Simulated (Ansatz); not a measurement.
Ca:

```
CELL_PARAMETERS angstrom
-2.24000 2.24000 2.24000
2.24000 -2.24000 2.24000
2.24000 2.24000 -2.24000
ATOMIC_POSITIONS crystal
Ca 0.00000 0.00000 0.00000
```

This isn't the form of Ca at room conditions, which is fcc.

Below is the output of Ansatz 0.2.0 for this cell. Logs are shortened: lines on timing, memory, paths and dates and some standing lists are left out, and cuts for length are marked.

```text
Warning: RAYON_NUM_THREADS=1 ignored (pool sized by the plan → 1); use --threads N
The last accepted step is kept in <dir> (removed where the run ends without a failure and the disk answers)
LAPW: plane waves up to 4.890 Å⁻¹, error target 1.0e-3 eV per atom; small_component_spin mean_spin; Ca in spheres of 1.882 Å, 10 of its electrons in bands, Dirac shells [] (how accurate: hamiltonian.pseudopotentials.lapw.basis_error, Limitations)
Engine: ansatz 0.2.0, aarch64-unknown-linux-gnu
Pseudopotentials: kind: all_electron
Pseudopotential: Ca, LAPW, valence charge 10, lapw/all_electron/scalar/gaussian/Ca, Koelling and Harmon's equation, gaussian nucleus
Functional definition: BLYP
  parameter beta = 0.0042
  parameter a = 0.04918
  parameter b = 0.132
  parameter c = 0.2533
  parameter d = 0.349
  exchange = b88_x(beta = beta)
  correlation = lyp_c(a = a, b = b, c = c, d = d)
Crystal: 1 atoms, lattice volume = 44.958 Å³
Basis set: ecut = 91.11382091755864 eV, 87 PW (Γ), exchange–correlation at level 2
Bands: 9, of which v1, the nominal top of the filled ones, is band 5 counted from 1 (4 counted from 0)
Symmetry: 48 space group operations
Space group: Im-3m (ITA 229), of the structure as read, at distance tolerance 3.6e-5 Å
k-points: 29 of 512
Non-local potential: Ca, projectors of the file, none
Initial density: superposition of atomic densities (chi_scale 0.1, normalization cell)
Initial wavefunctions: plane waves of lowest kinetic energy (no species holds an atomic orbital)
Functional: x = b88, c = lyp
iter 1 solved again at ethr=2.10e-5 eV; its pass at ethr=1.00e-1 eV (dr2=2.10e-3 eV) is discarded
[... 33 lines left out ...]
iter 5 solved again at ethr=1.43e-10 eV; its pass at ethr=1.08e-8 eV (dr2=1.43e-8 eV) is discarded
SCF iter   5: F=-18520.230852 eV  HF=-18520.230852 eV  |F-HF|=1.47e-8  |Δ(HF+E_count)|=   1.92e-6  Δρ=5.34e-6  dr2=1.42e-8  ethr=1.43e-10  ⟨swp⟩=2.3  Hψ=1421  notcnv=0
SCF 3 converged in 5 iterations: F = -18520.230852 eV  dr2 = 1.42e-8
relax step   3: F+E_penalty+E_count = -18520.23085162 eV  Δ(F+E_penalty+E_count) = -3.186e-3 eV  max|allowed force component| = 0.000e0 eV/Å  Δτ_max = 0.0000 Å  P = +0.043 GPa  Ω = 42.124 Å³  (5 SCF iters, accepted)
iter 1 solved again at ethr=8.69e-12 eV; its pass at ethr=1.00e-1 eV (dr2=8.69e-10 eV) is discarded
SCF iter   1: F=—  HF=-18520.230852 eV  |F-HF|=—  |Δ(HF+E_count)|=         —  Δρ=1.79e-6  dr2=8.70e-10  ethr=8.69e-12  ⟨swp⟩=7.4  Hψ=1894  notcnv=0
preconditioner: auto → Kerker (q_TF=auto, 2.147 Å⁻¹)  [metal: Δε(μ)=0.048 eV  Ē_g=3.385 eV  σ=0.050 eV  W_gap=0.23  n_scr=12 (ndim 8)  ℏωp=8.1 eV  f_vac=0.000  D(μ)=1.44/eV (n_scr^D=12)]
SCF iter   2: F=-18520.230852 eV  HF=-18520.230852 eV  |F-HF|=7.93e-9  |Δ(HF+E_count)|=   5.26e-8  Δρ=1.34e-6  dr2=5.95e-10  ethr=8.69e-12  ⟨swp⟩=3.0  Hψ=872  notcnv=0
SCF 4 converged in 2 iterations: F = -18520.230852 eV  dr2 = 5.95e-10
relax step   4: F+E_penalty+E_count = -18520.23085209 eV  Δ(F+E_penalty+E_count) = -4.676e-7 eV  max|allowed force component| = 0.000e0 eV/Å  Δτ_max = 0.0000 Å  P = +0.043 GPa  Ω = 42.124 Å³  stress off target by 4.34e-2 GPa  SCF on the basis re-selected at this cell (its energy is not comparable with the rows above)  (2 SCF iters)
basis re-selected at this cell: Δ(F+E_penalty+E_count) = -4.676e-7 eV, ΔP = +0.000 GPa vs the last step (what re-selecting the basis moved, after the strain that the cell walked since its last selection, with what the two solves' SCF thresholds leave and, on support functions, any second-order correction that the steps lacked; it is no measure of the basis error at this ecutwfc). This SCF's stress stands 4.34e-2 GPa from its target on what of the cell is left free (relax.cell.stress_tol is 5.00e-2 GPa) and its largest allowed force component is 0.00e0 eV/Å (relax.f_tol is 1.00e-2 eV/Å): within both
SCF converged after 2 iterations
Free energy (F): -18520.230852 eV
Harris-Foulkes:  -18520.230852 eV  (|F-HF|=7.93e-9)
Internal energy: -18520.218912 eV  (E = F + TS)
E sigma→0 (E₀):  -18520.224882 eV
Entropy (-TS):   -0.011940 eV (-11.940 meV/atom)
Fermi energy:    5.726396 eV
--- Per-component energies (eV) ---
  E_band       = -168.485728
  E_kinetic    = 18666.433595
  E_xc         = -989.115385
  E_electrostatic = -36197.537122  (all electrons and nuclei)
  E_smearing   = -0.011940  (= −TS)
  E_closure    = 0.000000  (closes the sum)
  E_atoms      = -18519.059588  (free atoms, spherical and without spin; not in F)
  Σ components = -18520.230852   (vs F -18520.230852, Δ=0.00e0)
  Basis errors (estimates in eV, not in F): energy 3.9e-4 per atom: plane waves 3.8e-4 (2.1e-4 summed), levels above the bands 6.3e-24, relativity 2.1e-8, radial functions 4.5e-6, core shells 6.3e-10; eigenvalues (radial functions only) 8.0e-7; not estimated: angular momenta, meshes, grids; target (lapw.basis_error) 1.0e-3; muffin-tin radii Ca 1.841 Å
--- Forces (eV/Å), atoms counted from 1 ---
  atom   1  Ca     0.00000000     0.00000000     0.00000000
  max |Σ_I F_I| component: 1.26e-32 eV/Å
--- Stress (GPa, compression-positive) ---
        0.043371       0.000000      -0.000000
        0.000000       0.043371       0.000000
       -0.000000       0.000000       0.043371
  P = ⅓ Tr σ = 0.0434 GPa (0.434 kbar)
--- Relaxed structure (3 steps of the walk, 3 accepted, 1 SCFs on fresh bases) ---
  F+E_penalty+E_count = -18520.23085209 eV   max|allowed force component| = 0.000e0 eV/Å   (the final SCF, on the basis selected at the relaxed cell)
  cell:  # Å, volume = 42.1242 Å³
    - [-2.1919151433975803, 2.1919151433975803, 2.1919151433975803]
    - [2.1919151433975803, -2.1919151433975803, 2.1919151433975803]
    - [2.1919151433975803, 2.1919151433975803, -2.1919151433975803]
  atoms:
    - { symbol: Ca, position: [0.0, 0.0, 0.0] }
```

Question: Write the input and the command behind it.

Answer: Relaxation of cell and atoms with BLYP, no spin polarisation. The files as run (others can give the same):

input.yaml
```yaml
crystal:
  lattice:
    - [-2.24, 2.24, 2.24]
    - [2.24, -2.24, 2.24]
    - [2.24, 2.24, -2.24]
  atoms:
    - { symbol: Ca, position: [0.0, 0.0, 0.0] }
kpoints:
  mp_grid: { grid: [8, 8, 8] }
scf:
  occupations: { method: fermi_dirac, width: 0.05 }
hamiltonian:
  xc: blyp
  pseudopotentials: { kind: all_electron, lapw: { basis_error: 0.001 } }
output:
  forces: true
  stress: true
relax:
  f_tol: 0.01
  max_steps: 60
  cell: {}
```

Potentials or basis: all-electron LAPW, scalar-relativistic.
Launch:
```console
$ ansatz run input.yaml --threads 1 --pin off --max-ram 3072MiB --backend cpu --events-out ev --progress --plain --runs-dir out
```
